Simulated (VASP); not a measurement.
# Sb in VASP: a series of runs

One slab, Sb, is run at these levels: PBE; tasks: single point.

All numbers are computed with VASP 6.6.1; they aren't measurements. Logs are shortened: lines on timing, memory, paths and dates and some standing lists are left out, and cuts for length are marked.

## Step 1: Starting point

The cell holds a slab with vacuum, 8 atoms: a = 4.301 Å, b = 4.493 Å, c = 21.516 Å, α = 90.00°, β = 90.00°, γ = 90.00°.

The slab is cut from a database's or a generator's crystal, which needn't be the stable form of the element.

## Step 2: Single point, PBE

Contents of INCAR:

```
PREC = Accurate
ENCUT = 400
EDIFF = 1E-7
ISMEAR = 1
SIGMA = 0.1
LREAL = False
LASPH = True
NELM = 120
ALGO = Normal
ISIF = 2
LWAVE = False
LCHARG = False
LDIPOL = True
IDIPOL = 3
DIPOL = 0.5 0.5 0.500
GGA = PE
NBANDS = 36
LVHAR = True
LVACPOTAV = True
```

Contents of KPOINTS:

```
Automatic mesh
0
Gamma
  10 9 1
```

Contents of POSCAR:

```
Sb
1.0
    4.3012006640      0.0000000000      0.0000000000
    0.0000000000      4.4926953733      0.0000000000
    0.0000000000      0.0000000000     21.5157280909
Sb
8
Direct
    0.5000000000      0.0284878556      0.2788657662
    0.0000000000      0.5966576973      0.2883071673
    0.0000000000      0.5702030399      0.4231414551
    0.5000000000      0.1383728816      0.4325828561
    0.5000000000      0.1119182242      0.5674171439
    0.0000000000      0.6800880658      0.5768585449
    0.0000000000      0.6536334085      0.7116928327
    0.5000000000      0.2218032501      0.7211342338
```

Potentials or basis: VASP PAW PBE potentials, release 64 (Sb).

Launch:

```console
$ cat potpaw_PBE.64/Sb/POTCAR > POTCAR
$ mpirun -np 1 vasp_std > vasp.out
```

OUTCAR:

```text
PREC = Accurate
   ENCUT = 400
   EDIFF = 1E-7
   ISMEAR = 1
   LREAL = False
   LASPH = True
   NELM = 120
   ISIF = 2
   GGA = PE

 Found     30 irreducible k-points:

 Following reciprocal coordinates:
            Coordinates               Weight
  0.000000  0.000000  0.000000      1.000000
  0.100000  0.000000  0.000000      2.000000
  0.200000  0.000000  0.000000      2.000000
  0.300000  0.000000  0.000000      2.000000
  0.400000  0.000000  0.000000      2.000000
  0.500000  0.000000  0.000000      1.000000
   k-points           NKPTS =     30   k-points in BZ     NKDIM =     30   number of bands    NBANDS=     36
   number of dos      NEDOS =    301   number of ions     NIONS =      8
   total plane-waves  NPLWV = 117600
   dimension x,y,z NGX =    28 NGY =   30 NGZ =  140
   dimension x,y,z NGXF=    56 NGYF=   60 NGZF=  280
   ions per type =               8
   NGX,Y,Z   is equivalent  to a cutoff of  10.82, 11.10, 10.82 a.u.
   NGXF,Y,Z  is equivalent  to a cutoff of  21.64, 22.20, 21.63 a.u.
 SYSTEM =  unknown system
   PREC   = accura    normal or accurate (medium, high low for compatibility)
   ISTART =      0    job   : 0-new  1-cont  2-samecut
   ICHARG =      2    charge: 1-file 2-atom 10-const
   ISPIN  =      1    spin polarized calculation?
   LNONCOLLINEAR =      F non collinear calculations
   LSORBIT =      F    spin-orbit coupling
   LASPH  =      T    aspherical Exc in radial PAW
   ENCUT  =  400.0 eV  29.40 Ry    5.42 a.u.   7.01  7.33 35.09*2*pi/ulx,y,z
   NELM   =    120;   NELMIN=  2; NELMDL= -5     # of ELM steps
   EDIFF  = 0.1E-06   stopping-criterion for ELM
   LREAL  =      F    real-space projection
   EDIFFG = 0.1E-05   stopping-criterion for IOM
   NSW    =      0    number of steps for IOM
   IBRION =     -1    ionic relax: 0-MD 1-quasi-New 2-CG
   NFREE  =      0    steps in history (QN), initial steepest desc. (CG)
   ISIF   =      2    stress and relaxation
   ISYM   =      2    0-nonsym 1-usesym 2-fastsym
   POTIM  = 0.5000    time-step for ionic-motion
   TEBEG  =    0.0;   TEEND  =   0.0 temperature during run
   PSTRESS=    0.0 pullay stress
   NELECT =      40.0000    total number of electrons
   NUPDOWN=      -1.0000    fix difference up-down
   EMIN   =  10.00;   EMAX   =-10.00  energy-range for DOS
   EFERMI =   0.00;   METHOD = LEGACY
   ISMEAR =     1;   SIGMA  =   0.10  broadening in eV -4-tet -1-fermi 0-gaus
   EFERMI_NEDOS =   21; number of points for ismear=-14 and -15
   IALGO  =     38    algorithm
   IMIX   =      4    mixing-type and parameters
     AMIX     =   0.40;   BMIX     =  1.00
     AMIX_MAG =   1.60;   BMIX_MAG =  1.00
  volume/ion in A,a.u.               =      51.97       350.72
  Fermi-wavevector in a.u.,A,eV,Ry     =   0.750143  1.417564  7.656191  0.562714
  Thomas-Fermi vector in A             =   1.846825
   LORBIT       =      0    0 simple, 1 ext, 2 COOP (PROOUT), +10 PAW based schemes
   GGA     = PE    functional components
   LHFCALC =     F    Hartree Fock is set to
   AEXX    =    0.0000 exact exchange contribution
   IVDW    =     0    specifies the selected vdW correction
   LEPSILON=     F    determine dielectric tensor
   LRPA    =     F    only Hartree local field effects (RPA)
 non-spin polarized calculation
 Methfessel and Paxton  Order N= 1 SIGMA  =   0.10
  energy-cutoff  :      400.00
  volume of cell :      415.77
 maximum number of plane-waves:      7594
   NGX = 15   NGY = 15   NGZ = 71

 dipolmoment           0.000000      0.000000      0.000000 electrons x Angstroem

 number of electron      39.9999992 magnetization

 dipolmoment           0.000000      0.000000     -0.000000 electrons x Angstroem

 Free energy of the ion-electron system (eV)
  ---------------------------------------------------
  ext. energy  EPLUGINS =         0.00000000
  ---------------------------------------------------
  free energy    TOTEN  =       -32.19133681 eV

  energy without entropy =      -32.19286699  energy(sigma->0) =      -32.19184687

 E-fermi :   2.2187     XC(G=0):  -6.1521

 val. band max:        2.1828249218   @ k =   0.0000   0.3333   0.0000
 cond. band min:       2.2554023454   @ k =   0.0000   0.4444   0.0000
 fundamental gap:      0.0725774236
 Fermi energy:         2.2187323582

 k-point     1 :       0.0000    0.0000    0.0000
  band No.  band energies     occupation
      1     -10.1187      2.00000
      2      -9.5213      2.00000
      3      -8.7507      2.00000
      4      -8.1270      2.00000
      5      -5.1905      2.00000
      6      -4.3821      2.00000
[... 24 lines left out ...]
     31       6.4994      0.00000
     32       6.8280      0.00000

 k-point     2 :       0.1000    0.0000    0.0000
  band No.  band energies     occupation
      1     -10.0430      2.00000
      2      -9.4458      2.00000
      3      -8.6749      2.00000
      4      -8.0490      2.00000
      5      -5.4008      2.00000
      6      -4.6273      2.00000
[... 24 lines left out ...]
     31       6.4223      0.00000
     32       6.5666      0.00000
[... 103 lines left out ...]
     31       4.6899      0.00000
     32       5.9891      0.00000

 k-point     6 :       0.5000    0.0000    0.0000
  band No.  band energies     occupation
      1      -8.3296      2.00000
      2      -8.3066      2.00000
      3      -7.9579      2.00000
      4      -7.3462      2.00000
      5      -6.8982      2.00000
      6      -6.7238      2.00000
[... 24 lines left out ...]
     31       5.2274      0.00000
     32       5.3548      0.00000

 [... further k-points ...]

 [bands above 32 left out]

------------------------ aborting loop because EDIFF is reached ----------------------------------------

  FORCE on cell =-STRESS in cart. coord.  units (eV):
  Direction    XX          YY          ZZ          XY          YZ          ZX
  --------------------------------------------------------------------------------------
  -------------------------------------------------------------------------------------
  Total        2.3808319      2.9978386      0.1006435      0.0000000     -0.6357812      0.0000000
  in kB        9.1745884     11.5522376      0.3878319      0.0000000     -2.4499969      0.0000000
  external PRESSURE =       7.0382193 kB  Pullay stress =       0.0000000 kB

 VOLUME and BASIS-vectors are now :
 -----------------------------------------------------------------------------
  energy-cutoff  :      400.00
  volume of cell :      415.77
      direct lattice vectors                 reciprocal lattice vectors
     4.301200664  0.000000000  0.000000000     0.232493222  0.000000000  0.000000000
     0.000000000  4.492695373  0.000000000     0.000000000  0.222583531  0.000000000
     0.000000000  0.000000000 21.515728091     0.000000000  0.000000000  0.046477628

 POSITION                                       TOTAL-FORCE (eV/Angst)
 -----------------------------------------------------------------------------------
      2.15060      0.12799      6.00000         0.000000     -0.063438      0.305222
      0.00000      2.68060      6.20314         0.000000      0.139591     -0.098360
      0.00000      2.56175      9.10420         0.000000      0.155300      0.229228
      2.15060      0.62167      9.30734         0.000000     -0.185957     -0.999076
      2.15060      0.50281     12.20839         0.000000      0.185957      0.999076
      0.00000      3.05543     12.41153         0.000000     -0.155300     -0.229228
      0.00000      2.93658     15.31259         0.000000     -0.139591      0.098360
      2.15060      0.99649     15.51573         0.000000      0.063438     -0.305222
 -----------------------------------------------------------------------------------
    total drift:                               -0.000000     -0.000000     -0.000002

  FREE ENERGIE OF THE ION-ELECTRON SYSTEM (eV)
  ---------------------------------------------------
  free  energy   TOTEN  =       -32.1913368089 eV

  energy  without entropy=      -32.1928669943  energy(sigma->0) =      -32.19184687

 vacuum level on the upper side and lower side of the slab         6.584         6.584
```

Run time: 5.6 min. Hardware: 1 thread of Intel Xeon Platinum 8488C (Sapphire Rapids), shared host; peak memory 0.46 GiB.

The run converged, but some of its settings lie outside the range that counts as converged, so its numbers aren't taken as properties of the slab.

Results:

| Property | Result |
| --- | --- |
| Free energy | -32.1913 eV |
| Largest force | 1.016 eV/Å |
| Band gap on the k mesh | none (metal or under the smearing width) |
| Work function of the upper face | 4.37 eV |
| Work function of the lower face | 4.37 eV |

## Step 3: Single point, PBE

This run uses another cell than the first one, of 42.31 Å³/atom, 0.814 times its volume.

Changes to INCAR since step 2:

```diff
@@ -1,3 +1,3 @@
 PREC = Accurate
-ENCUT = 400
+ENCUT = 460
 EDIFF = 1E-7
```

Contents of KPOINTS:

```
Automatic mesh
0
Gamma
  12 11 1
```

Contents of POSCAR:

```
Sb
1.0
    4.3012006640      0.0000000000      0.0000000000
    0.0000000000      4.4926953733      0.0000000000
    0.0000000000      0.0000000000     17.5157280909
Sb
8
Direct
    0.5000000000      0.0284878556      0.2283661849
    0.0000000000      0.5966576973      0.2399636827
    0.0000000000      0.5702030399      0.4055895624
    0.5000000000      0.1383728816      0.4171870602
    0.5000000000      0.1119182242      0.5828129398
    0.0000000000      0.6800880658      0.5944104376
    0.0000000000      0.6536334085      0.7600363173
    0.5000000000      0.2218032501      0.7716338151
```

Potentials or basis: VASP PAW PBE potentials, release 64 (Sb).

Launch:

```console
$ cat potpaw_PBE.64/Sb/POTCAR > POTCAR
$ mpirun -np 1 vasp_std > vasp.out
```

OUTCAR:

```text
PREC = Accurate
   ENCUT = 460
   EDIFF = 1E-7
   ISMEAR = 1
   LREAL = False
   LASPH = True
   NELM = 120
   ISIF = 2
   GGA = PE

 Found     42 irreducible k-points:

 Following reciprocal coordinates:
            Coordinates               Weight
  0.000000  0.000000  0.000000      1.000000
  0.083333  0.000000  0.000000      2.000000
  0.166667  0.000000  0.000000      2.000000
  0.250000  0.000000  0.000000      2.000000
  0.333333  0.000000  0.000000      2.000000
  0.416667  0.000000  0.000000      2.000000
   k-points           NKPTS =     42   k-points in BZ     NKDIM =     42   number of bands    NBANDS=     36
   number of dos      NEDOS =    301   number of ions     NIONS =      8
   total plane-waves  NPLWV = 120960
   dimension x,y,z NGX =    30 NGY =   32 NGZ =  126
   dimension x,y,z NGXF=    60 NGYF=   64 NGZF=  252
   ions per type =               8
   NGX,Y,Z   is equivalent  to a cutoff of  11.60, 11.84, 11.96 a.u.
   NGXF,Y,Z  is equivalent  to a cutoff of  23.19, 23.68, 23.92 a.u.
 SYSTEM =  unknown system
   PREC   = accura    normal or accurate (medium, high low for compatibility)
[... 67 lines left out ...]
  band No.  band energies     occupation
      1      -8.6206      2.00000
      2      -8.0234      2.00000
      3      -7.2524      2.00000
      4      -6.6290      2.00000
      5      -3.6922      2.00000
      6      -2.8836      2.00000
[... 199 lines left out ...]
     31       6.3115      0.00000
     32       7.3972      0.00000

 [... further k-points ...]

 [bands above 32 left out]

------------------------ aborting loop because EDIFF is reached ----------------------------------------

  FORCE on cell =-STRESS in cart. coord.  units (eV):
  Direction    XX          YY          ZZ          XY          YZ          ZX
  --------------------------------------------------------------------------------------
  -------------------------------------------------------------------------------------
  Total        2.2992471      2.9732958      0.1271375      0.0000000     -0.6702350      0.0000000
  in kB       10.8835695     14.0742037      0.6018101      0.0000000     -3.1725819      0.0000000
  external PRESSURE =       8.5198611 kB  Pullay stress =       0.0000000 kB

 VOLUME and BASIS-vectors are now :
 -----------------------------------------------------------------------------
  energy-cutoff  :      460.00
  volume of cell :      338.47
      direct lattice vectors                 reciprocal lattice vectors
     4.301200664  0.000000000  0.000000000     0.232493222  0.000000000  0.000000000
     0.000000000  4.492695373  0.000000000     0.000000000  0.222583531  0.000000000
     0.000000000  0.000000000 17.515728091     0.000000000  0.000000000  0.057091546

 POSITION                                       TOTAL-FORCE (eV/Angst)
 -----------------------------------------------------------------------------------
      2.15060      0.12799      4.00000         0.000000     -0.066941      0.294323
      0.00000      2.68060      4.20314         0.000000      0.147349     -0.100593
      0.00000      2.56175      7.10420         0.000000      0.162425      0.237525
      2.15060      0.62167      7.30734         0.000000     -0.200191     -0.985391
      2.15060      0.50281     10.20839         0.000000      0.200191      0.985391
      0.00000      3.05543     10.41153         0.000000     -0.162425     -0.237525
      0.00000      2.93658     13.31259         0.000000     -0.147349      0.100593
      2.15060      0.99649     13.51573         0.000000      0.066941     -0.294323
 -----------------------------------------------------------------------------------
    total drift:                                0.000000      0.000000     -0.000000

  FREE ENERGIE OF THE ION-ELECTRON SYSTEM (eV)
  ---------------------------------------------------
  free  energy   TOTEN  =       -32.1936493743 eV

  energy  without entropy=      -32.1946499041  energy(sigma->0) =      -32.19398288
```

OSZICAR:

```text
N       E                     dE             d eps       ncg     rms          rms(c)
DAV:   1     0.183879042741E+03    0.18388E+03   -0.11845E+04  3024   0.771E+02
DAV:   2    -0.141574298995E+02   -0.19804E+03   -0.18752E+03  3656   0.140E+02
DAV:   3    -0.317470881120E+02   -0.17590E+02   -0.17180E+02  3764   0.447E+01
DAV:   4    -0.322198599879E+02   -0.47277E+00   -0.47152E+00  3732   0.821E+00
DAV:   5    -0.322377783337E+02   -0.17918E-01   -0.17917E-01  4112   0.184E+00    0.587E+00
DAV:   6    -0.322126184995E+02    0.25160E-01   -0.31487E-02  3636   0.783E-01    0.350E+00
DAV:   7    -0.321940742030E+02    0.18544E-01   -0.74161E-02  3428   0.100E+00    0.267E-01
DAV:   8    -0.321935816388E+02    0.49256E-03   -0.54354E-03  3464   0.315E-01    0.153E-01
DAV:   9    -0.321932783836E+02    0.30326E-03   -0.24266E-03  3452   0.179E-01    0.550E-02
DAV:  10    -0.321933729478E+02   -0.94564E-04   -0.35353E-04  3496   0.642E-02    0.232E-02
DAV:  11    -0.321935461792E+02   -0.17323E-03   -0.15259E-04  3252   0.448E-02    0.149E-02
DAV:  12    -0.321936452153E+02   -0.99036E-04   -0.16744E-04  3252   0.454E-02    0.615E-03
DAV:  13    -0.321936495111E+02   -0.42958E-05   -0.19099E-05  3264   0.220E-02    0.240E-03
DAV:  14    -0.321936494513E+02    0.59870E-07   -0.12495E-06  3680   0.544E-03    0.167E-03
DAV:  15    -0.321936493743E+02    0.76996E-07   -0.15381E-07  2740   0.195E-03
   1 F= -.32193649E+02 E0= -.32193983E+02  d E =0.100053E-02
```

stdout:

```text
POSCAR found type information on POSCAR Sb
 POSCAR found :  1 types and       8 ions
 scaLAPACK will be used
 LDA part: xc-table for (Slater+PW92), standard interpolation
 POSCAR, INCAR and KPOINTS ok, starting setup
 FFT: planning ... GRIDC
[... 27 lines left out ...]
|           W    W  A    A  R    R  N    N  II  N    N   GGGG   !!!           |
|                                                                             |
|     Did not find any points to average over, which means that no vacuum     |
|     field-free region was found. Please increase the size of  your cell     |
|     in the dimension of the dipole correction to obtain accurate            |
|     workfunction values.                                                    |
|                                                                             |
 -----------------------------------------------------------------------------
```

It took 7 min on 1 thread of Intel Xeon Platinum 8488C (Sapphire Rapids), shared host; peak memory 0.48 GiB.

These settings aren't checked as converged: the numbers below hold their error.

Results:

| Property | Result |
| --- | --- |
| Free energy | -32.1936 eV |
| Largest force | 1.006 eV/Å |
| Band gap on the k mesh | none (metal or under the smearing width) |
